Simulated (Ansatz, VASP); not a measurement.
BAs2: VASP beside Ansatz

File INCAR:

```
SYSTEM = BAs2
PREC = Accurate
ENCUT = 600
EDIFF = 1E-7
ISMEAR = 0
SIGMA = 0.1
LREAL = .False.
LASPH = .True.
NELM = 100
ALGO = Normal
ISIF = 3
LWAVE = .False.
LCHARG = .False.
GGA = PE
IBRION = 2
NSW = 90
EDIFFG = -0.04
```

File KPOINTS:

```
regular mesh
0
Gamma
  6 6 4
  0 0 0
```

The input POSCAR:

```
BAs2
1.0
    3.6599502100      0.0000000000      0.0000000000
   -1.8299751100      3.1696098600      0.0000000000
    0.0000000000      0.0000000000      4.6586498100
B As
1 2
Direct
    0.0000000000      0.0000000000      0.0000000000
    0.3333333300      0.6666666700      0.5000000000
    0.6666666700      0.3333333300      0.5000000000
```

Input for Ansatz:

```yaml
crystal:
  lattice:
    - [3.65995021, 0.0, 0.0]
    - [-1.82997511, 3.16960986, 0.0]
    - [0.0, 0.0, 4.65864981]
  atoms:
    - { symbol: B, position: [0.0, 0.0, 0.0] }
    - { symbol: As, position: [0.33333333, 0.66666667, 0.5] }
    - { symbol: As, position: [0.66666667, 0.33333333, 0.5] }
basis:
  ecutwfc: 420
kpoints:
  mp_grid: { grid: [6, 6, 4] }
hamiltonian:
  xc: pbe
scf:
  occupations: { method: gaussian, width: 0.1 }
  lower_state_search: "off"
output:
  forces: true
  stress: true
  eigenvalues: true
relax:
  adjacent_minimum: "off"
  f_tol: 0.04
  max_steps: 70
  cell: { stress_tol: 0.4 }
```

Alike in both runs: task relaxation of cell and atoms; functional PBE; k mesh 6 × 6 × 4; occupations gaussian, width 0.1 eV; no spin polarisation.

|  | VASP | Ansatz |
| --- | --- | --- |
| version | VASP 6.6.1 | Ansatz 0.2.0 |
| potentials or method | VASP PAW PBE potentials, release 64 (B, As) | scalar-relativistic, plane waves, PAW |
| plane-wave cutoff (eV) | 600 | 420 |
| valence electrons in the cell | 13 | 33 |

|  | VASP | Ansatz | Ansatz less VASP |
| --- | --- | --- | --- |
| gap on the k mesh at the Fermi level, each at its own relaxed structure (eV) | none | none | - |
| relaxed volume (Å³/atom) | 16.44 | 16.37 | -0.074 |
| relaxed cell length with the largest relative difference (Å) | 2.829 | 2.824 | -0.0057 |
| energy change over the relaxation (meV/atom) | -1535 | -1507 | +28.2 |

A gap of «none» marks a metal or a gap that the smearing closes. The two sets of potentials don't hold the same shells in valence.
